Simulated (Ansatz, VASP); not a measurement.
**Two plane-wave programs on SnTe**

INCAR

```
ALGO     = Normal         # electronic algorithm
EDIFF    = 1E-7           # SCF threshold, eV
ENCUT    = 520            # plane-wave cutoff, eV
GGA      = PE             # functional
ISIF     = 2              # what is computed and relaxed
ISMEAR   = -1             # smearing method
LASPH    = True           # aspherical terms in the spheres
LCHARG   = False          # write CHGCAR
LREAL    = False          # projectors in reciprocal space
LWAVE    = False          # write WAVECAR
NBANDS   = 17             # bands
NELM     = 100            # most SCF steps
PREC     = Accurate       # precision mode
SIGMA    = 0.05           # smearing width, eV
```

The input KPOINTS:

```
k-points
0
Gamma
  7 7 7
```

The input POSCAR:

```
SnTe
1.0
    3.9047000000      0.0000000000      0.0000000000
    0.0000000000      3.9047000000      0.0000000000
    0.0000000000      0.0000000000      3.9047000000
Te Sn
1 1
Direct
    0.4871080000      0.5016510000      0.4964510000
    0.0122550000      0.0075080000      0.0091910000
```

input.yaml

```yaml
crystal:
  lattice:
    - [3.9047, 0.0, 0.0]
    - [0.0, 3.9047, 0.0]
    - [0.0, 0.0, 3.9047]
  atoms:
    - { symbol: Te, position: [0.487108, 0.501651, 0.496451] }
    - { symbol: Sn, position: [0.012255, 0.007508, 0.009191] }
hamiltonian:
  xc: pbe
  pseudopotentials: { kind: paw }
kpoints:
  mp_grid: { grid: [7, 7, 7] }
scf:
  occupations: { method: fermi_dirac, width: 0.05 }
output:
  forces: true
  stress: true
  eigenvalues: true
  write_density: true
  write_potential: true
  elf: true
  volumetric_format: npy
```

Change from the starting cell: atoms moved at random, drawn with an rms of 0.05 Å.

Alike in both runs: task single point; functional PBE; k mesh 7 × 7 × 7; occupations fermi-dirac, width 0.05 eV; no spin polarisation.

|  | VASP | Ansatz |
| --- | --- | --- |
| version | VASP 6.6.1 | Ansatz 0.2.0 |
| potentials or method | VASP PAW PBE potentials, release 64 (Te, Sn_d) | Ansatz PAW |
| plane-wave cutoff (eV) | 520 | 420 |
| valence electrons in the cell | 20 | 30 |

```tsv
	VASP	Ansatz	Ansatz less VASP
gap on the k mesh at the Fermi level (eV)	none	none	-
pressure (GPa)	-0.9	-0.8	+0.04
largest component of the traceless stress (GPa)	0.08	0.07	-0.001
rms of the force components (eV/Å)	0.031	0.031	+0.0008
```

Atom by atom the forces differ by 0.001 eV/Å (rms over components). A gap of «none» marks a metal or a gap that the smearing closes. The two sets of potentials don't hold the same shells in valence.

The runs have no spin-orbit coupling, so splittings on Te are missing.
